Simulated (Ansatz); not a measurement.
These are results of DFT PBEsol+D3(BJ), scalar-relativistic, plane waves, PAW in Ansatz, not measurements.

Structure of P:

```
P
1.0
     2.39048    0.00000    0.00000
     0.00000    2.39048    0.00000
     0.00000    0.00000    2.39065
P
1
Direct
  0.00000 0.00000 0.00000
```

Plane waves to 420 eV, a k mesh through Γ of 18×18×18 on the computed 1-atom cell and Gaussian smearing (0.10 eV); no spin polarisation.

Levels along Γ–X–M–Γ–R–X | R–M, in eV from the Fermi level, sorted by energy at each point. Points in fractions of the primitive reciprocal vectors: Γ (0.000 0.000 0.000), X (0.000 0.500 0.000), M (0.500 0.500 0.000), R (0.500 0.500 0.500).
```tsv
point	k (1/Å, with 2π)	band 1	band 2	band 3	band 4	band 5	band 6
Γ	0.000	-17.09	5.45	5.45	5.45	6.72	6.72
-	0.188	-16.96	3.27	5.55	5.55	6.82	8.73
-	0.376	-16.60	0.59	5.83	5.84	7.10	10.81
-	0.563	-15.99	-1.98	6.30	6.31	7.54	12.38
-	0.751	-15.16	-4.38	6.92	6.93	8.11	13.69
-	0.939	-14.14	-6.54	7.63	7.63	8.70	14.97
-	1.126	-13.04	-8.32	8.27	8.28	9.19	14.93
X	1.314	-12.41	-9.19	8.56	8.56	9.38	14.44
-	1.502	-12.28	-9.08	6.59	8.65	11.09	12.58
-	1.690	-11.91	-8.74	4.18	8.92	9.81	12.74
-	1.877	-11.31	-8.20	1.80	7.14	9.35	14.06
-	2.065	-10.46	-7.48	-0.46	4.73	9.93	15.22
-	2.253	-9.40	-6.64	-2.56	2.67	10.59	16.30
-	2.441	-8.18	-5.86	-4.41	1.15	11.19	16.83
M	2.628	-7.30	-5.51	-5.51	0.55	11.45	17.01
-	2.894	-8.93	-5.27	-4.42	1.77	10.92	16.82
-	3.159	-11.20	-4.55	-3.17	4.79	9.72	15.03
-	3.425	-13.25	-3.36	-1.82	8.36	8.63	13.26
-	3.690	-14.90	-1.70	-0.17	7.15	10.66	13.93
-	3.956	-16.11	0.42	1.76	6.22	9.44	13.39
-	4.221	-16.84	2.98	3.87	5.64	7.99	9.60
Γ	4.487	-17.09	5.45	5.45	5.45	6.72	6.72
-	4.812	-16.72	3.08	3.08	4.75	9.69	9.70
-	5.137	-15.62	0.82	0.82	3.38	13.73	13.73
-	5.462	-13.82	-0.80	-0.80	2.17	14.31	14.39
-	5.788	-11.35	-1.79	-1.79	1.42	10.52	10.53
-	6.113	-8.30	-2.21	-2.21	1.13	7.39	7.39
-	6.438	-4.89	-2.22	-2.22	0.72	5.16	5.24
R	6.763	-2.15	-2.15	-2.15	-0.79	4.45	4.45
-	7.029	-4.08	-2.77	-1.92	0.66	4.54	4.70
-	7.294	-6.47	-4.20	-1.23	1.99	5.07	5.46
-	7.560	-8.55	-5.81	-0.09	3.28	6.17	6.72
-	7.825	-10.21	-7.23	1.51	4.77	7.80	8.46
-	8.091	-11.43	-8.30	3.55	6.41	9.92	10.61
-	8.356	-12.16	-8.96	6.03	7.89	12.30	12.44
X	8.622	-12.41	-9.19	8.56	8.56	9.38	14.44
R	8.622	-2.15	-2.15	-2.15	-0.79	4.45	4.45
-	8.809	-3.11	-2.45	-2.45	0.36	4.07	4.99
-	8.997	-4.33	-3.14	-3.14	2.17	3.24	6.39
-	9.185	-5.38	-3.91	-3.91	2.36	4.17	8.33
-	9.373	-6.21	-4.58	-4.58	1.59	6.31	10.62
-	9.560	-6.81	-5.09	-5.09	1.02	8.48	13.13
-	9.748	-7.18	-5.40	-5.40	0.67	10.46	15.62
M	9.936	-7.30	-5.51	-5.51	0.55	11.45	17.01
```

This simple cubic form isn't the element's structure at ambient conditions.

Cost: 1 run of about 0.2 core-minutes, on Arm Neoverse V2 (shared hosts).